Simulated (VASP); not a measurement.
# CaSe in VASP: relaxing the cell with several functionals

Cell and atoms of CaSe in the zincblende structure are relaxed with r2SCAN, PBEsol and LDA. This is a trial cell built on a prototype, not taken from a measured structure, and it needn't be the compound's ground state.

Code: VASP 6.6.1. PAW datasets, plane waves, zero pressure. Computed, not measured; no magnetism was allowed, and the structure may never have been made.

## (1) The system as given

The cell comes from an earlier relaxation with PBE in another program.

Space group F-43m (No. 216), cubic; a = 6.589 Å in the conventional setting, 35.76 Å³ an atom. Ca has 4 Se at 2.85 Å; Se has 4 Ca at 2.85 Å.

Coordinates:

Space group F-43m (No. 216). a = 6.589 Å, b = 6.589 Å, c = 6.589 Å, α = 90.00°, β = 90.00°, γ = 90.00°
```
atom  site  symmetry       x       y       z
  Ca    4a      -43m  0.0000  0.0000  0.0000
  Se    4d      -43m  0.2500  0.2500  0.7500
```

## (2) Relaxing with r2SCAN

INCAR reads:

```
ENCUT = 600.000000
SIGMA = 0.020000
EDIFF = 1.00e-07
EDIFFG = -5.00e-03
ALGO = Normal
METAGGA = R2SCAN
PREC = Accurate
IBRION = 2
ISIF = 3
ISMEAR = -1
NBANDS = 15
NELM = 120
NSW = 40
LASPH = .TRUE.
LCHARG = .FALSE.
LWAVE = .FALSE.
LREAL = .FALSE.
```

KPOINTS reads:

```
KPOINTS created by Atomic Simulation Environment
0
Gamma
6 6 6
0 0 0
```

POSCAR reads:

```
Ca Se
 1.0000000000000000
    -0.0000000000000000    3.2946875266591018    3.2946875266591018
     3.2946875266591018    0.0000000000000000    3.2946875266591018
     3.2946875266591018    3.2946875266591018    0.0000000000000000
 Ca  Se
   1   1
Cartesian
  0.0000000000000000  0.0000000000000000 -0.0000000000000000
  1.6473437633295507  1.6473437633295507  1.6473437633295507
```

Potentials: the recommended PBE PAW datasets, 16 valence electrons in the neutral cell.

## (3) Relaxing with PBEsol

Edit INCAR of step 2 so:

```diff
@@ -4,4 +4,3 @@
 EDIFFG = -5.00e-03
-ALGO = Normal
-METAGGA = R2SCAN
+GGA = PS
 PREC = Accurate
```

KPOINTS is that of step 2.

POSCAR is that of step 2.

## (4) Relaxing with LDA

Edit INCAR of step 3 so:

```diff
@@ -4,3 +4,3 @@
 EDIFFG = -5.00e-03
-GGA = PS
+GGA = CA
 PREC = Accurate
```

KPOINTS is that of step 3.

POSCAR is that of step 3.

Potentials: the recommended LDA PAW datasets, 16 valence electrons in the neutral cell.

Q: Predict the outcome of this session. Wanted: for each run, a; volume; space group.

The runs gave:

```
 level  a (Å)  volume (Å³/atom)  space group
r2SCAN  6.570            35.455        F-43m
PBEsol  6.511            34.503        F-43m
   LDA  6.429            33.214        F-43m
```

The r2SCAN run changed the volume by -0.9 % from its own start of 35.76 Å³/atom. LDA gives the smallest cell and r2SCAN the largest, 6.7 % apart in volume.
